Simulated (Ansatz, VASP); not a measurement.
Ca in VASP and in Ansatz

The input INCAR:

```
PREC = Accurate
ENCUT = 520
EDIFF = 1E-7
ISMEAR = -1
SIGMA = 0.05
LREAL = False
LASPH = True
NELM = 100
ALGO = Normal
ISIF = 2
LWAVE = False
LCHARG = False
GGA = PS
NBANDS = 11
```

KPOINTS

```
regular mesh
0
Gamma
  13 13 13
```

The input POSCAR:

```
Ca
1.0
    0.0000000000      2.0099999175      2.0099999175
    2.0099999175      0.0000000000      2.0099999175
    2.0099999175      2.0099999175      0.0000000000
Ca
1
Direct
    0.0000000000      0.0000000000      0.0000000000
```

Input for Ansatz:

```yaml
crystal:
  lattice:
    - [0.0, 2.0099999175, 2.0099999175]
    - [2.0099999175, 0.0, 2.0099999175]
    - [2.0099999175, 2.0099999175, 0.0]
  atoms:
    - { symbol: Ca, position: [0.0, 0.0, 0.0] }
kpoints:
  mp_grid: { grid: [13, 13, 13] }
  band_path:
    path:
      - [0.0, 0.0, 0.0]
      - [0.5, 0.0, 0.5]
      - [0.625, 0.25, 0.625]
      - [0.375, 0.375, 0.75]
      - [0.0, 0.0, 0.0]
      - [0.5, 0.5, 0.5]
      - [0.5, 0.25, 0.75]
      - [0.5, 0.0, 0.5]
    npoints: 8
scf:
  occupations: { method: fermi_dirac, width: 0.05 }
hamiltonian:
  xc: pbesol
  pseudopotentials: { kind: all_electron, lapw: { basis_error: 0.001 } }
output:
  forces: true
  stress: true
  eigenvalues: true
  populations: true
  dos: { projected: true, de: 0.2, e_range: [-14, 8] }
```

Change from the starting cell: volume scaled by 0.4, LAPW.

Alike in both runs: task single point; functional PBEsol; k mesh 13 × 13 × 13; occupations fermi-dirac, width 0.05 eV; no spin polarisation.

|  | VASP | Ansatz |
| --- | --- | --- |
| version | VASP 6.6.1 | Ansatz 0.2.0 |
| potentials or method | VASP PAW PBE potentials, release 64 (Ca_sv) | all-electron LAPW, scalar-relativistic |
| plane-wave cutoff (eV) | 520 | see its input |

|  | VASP | Ansatz | Ansatz less VASP |
| --- | --- | --- | --- |
| pressure (GPa) | 56.7 | 56.3 | -0.41 |

Ansatz ran all-electron here, so the differences hold the error of VASP's frozen core and of both bases.

Caveats: so large a pressure means that the cell lies far from this level's equilibrium, or that cutoff or potentials fall short (VASP); the potentials were made for another functional, which shifts forces and pressure (VASP).
